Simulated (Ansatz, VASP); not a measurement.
Two plane-wave programs on C

```
C
1.0
    -2.52302    2.52302    1.43540
     2.52302   -2.52302    1.43540
     2.52302    2.52302   -1.43540
C
6
Direct
  0.50000 0.50000 0.00000
  0.25000 0.75000 0.50000
  0.80331 0.62500 0.67831
  0.94669 0.12500 0.32169
  0.37500 0.19669 0.32169
  0.87500 0.05331 0.67831
```

Alike in both runs: functional PBE; k mesh 12 × 12 × 12; occupations gaussian, width 0.02 eV; no spin polarisation.

Ansatz relaxed the structure, and its values are those at the end. VASP's run is a single point on that final structure, the one shown.

```csv
,VASP,Ansatz
version,VASP 6.6.1,Ansatz 0.2.0
potentials or method,"VASP PAW PBE potentials, release 64 (C)","scalar-relativistic, plane waves, PAW"
plane-wave cutoff (eV),520,420
valence electrons in the cell,24,24
```

VASP gave:

```
gap on the k mesh at the Fermi level (eV) : 1.41
least direct gap on the mesh (eV)         : 2.73
pressure (GPa)                            : 0.7
rms of the force components (eV/Å)        : 0.034
```

**Question.** What did Ansatz give for the same quantities?

**Answer.** gap on the k mesh at the Fermi level (eV): 1.41; least direct gap on the mesh (eV): 2.73; pressure (GPa): 0.0; rms of the force components (eV/Å): 0.000.
